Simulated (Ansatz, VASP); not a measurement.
# ZrB2: VASP beside Ansatz

```
Zr B
1.0
     3.16500    0.00000    0.00000
    -1.58250    2.74097    0.00000
     0.00000    0.00000    3.52000
Zr B
1 2
Direct
  0.00000 0.00000 0.00000
  0.33333 0.66667 0.50000
  0.66667 0.33333 0.50000
```

Alike in both runs: task electric field gradients; functional LDA; k mesh 12 × 12 × 9; occupations fermi-dirac, width 0.05 eV; no spin polarisation.

|  | VASP | Ansatz |
| --- | --- | --- |
| version | VASP 6.6.1 | Ansatz 0.2.0 |
| potentials or method | VASP PAW LDA potentials, release 64 (Zr_sv, B) | PAW with Ansatz's default frozen-core files, scalar-relativistic |
| plane-wave cutoff (eV) | 520 | 420 |
| valence electrons in the cell | 18 | 18 |

```tsv
	VASP	Ansatz	Ansatz less VASP
pressure (GPa)	-6.8	-7.3	-0.45
largest component of the traceless stress (GPa)	0.85	0.81	-0.042
Vzz of the field gradient on the site that differs most (V/Å²)	44.9	47.4	+2.49
```

Ansatz warned: «gradients_without_spin_orbit».
